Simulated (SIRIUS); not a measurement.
The system is Fe.

```
CELL_PARAMETERS angstrom
-1.44300 1.44300 1.44300
1.44300 -1.44300 1.44300
1.44300 1.44300 -1.44300
ATOMIC_POSITIONS crystal
Fe 0.00000 0.00000 0.00000
```

| Quantity | Value |
| --- | --- |
| Program | SIRIUS 7.12.0 |
| Task | relaxation of cell and atoms |
| Functional | revPBE |
| Dispersion | D3 |
| Potentials or basis | PseudoDojo 0.4.1 PBE standard (scalar relativistic) |
| Cutoff | 1228 eV |
| Density cutoff | 4912 eV |
| k mesh | 6 × 6 × 6 |
| Occupations | fermi-dirac, width 0.05 eV |
| Spin | collinear spin, ferromagnetic start |
| Starting moments | [3.0] μB |

At the start: pressure -15.7 GPa; volume 12.02 Å³/atom.

Q: How do energy, volume and symmetry change on relaxing?

A: Over 4 steps the energy falls by 54.4 meV/atom and the volume is 11.03 Å³/atom (-8.2 %); space group Im-3m (No. 229, to 0.05 Å); moment 2.22 μB per cell.

The path:
```tsv
step	energy change (eV)	largest force (eV/Å)	pressure (GPa)	volume (Å³)
1	0.0000	0.0000	-15.68	12.02
2	-0.0445	0.0000	-7.80	11.43
3	-0.0536	0.0000	2.29	10.92
4	-0.0544	0.0000	-0.13	11.03
```

Final structure:
```
Fe
1.0
    -1.40232    1.40232    1.40232
     1.40232   -1.40232    1.40232
     1.40232    1.40232   -1.40232
Fe
1
Direct
  0.00000 0.00000 0.00000
```

Caveat: the k mesh is coarse (spacing up to 0.51 Å⁻¹), so the values aren't converged; the potentials were made for another functional, which shifts forces and pressure; pairwise dispersion overbinds metals, which lowers pressure and volume.
